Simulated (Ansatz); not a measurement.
Start from ZnTe in the zinc blende structure (space group F-43m, No. 216; a = 6.179 Å). Axes: x, y, z lie along the cube axes.

Now apply this change: strain tensor (xx, yy, zz, yz, xz, xy) = (−0.37, −3.33, +2.78, +0.36, −0.63, −0.27) %, atoms relaxed at fixed cell.

The values are results of PBE (Ansatz, a program for electronic structure; PAW; 420 eV plane waves; spin-orbit coupling left out), not measurements.

### Question
Give the band edges at the high-symmetry points of the new zone, measured from its valence-band maximum.

### Answer
```json
[
 {"point": "Γ", "valence edge (eV)": "0.00", "conduction edge (eV)": "1.00"},
 {"point": "X", "valence edge (eV)": "-0.76", "conduction edge (eV)": "1.71"},
 {"point": "Y", "valence edge (eV)": "-0.82", "conduction edge (eV)": "1.62"},
 {"point": "Z", "valence edge (eV)": "-0.82", "conduction edge (eV)": "1.57"},
 {"point": "R", "valence edge (eV)": "-0.81", "conduction edge (eV)": "1.55"},
 {"point": "T", "valence edge (eV)": "-1.97", "conduction edge (eV)": "2.42"},
 {"point": "U", "valence edge (eV)": "-2.11", "conduction edge (eV)": "2.18"},
 {"point": "V", "valence edge (eV)": "-2.26", "conduction edge (eV)": "1.93"}
]
```

The gap is 1.00 eV, direct at Γ.

Spin-orbit coupling, missing from the scalar runs, can matter with Te. Stability against distortions was not tested. k-point labels follow each cell's own Brillouin zone.
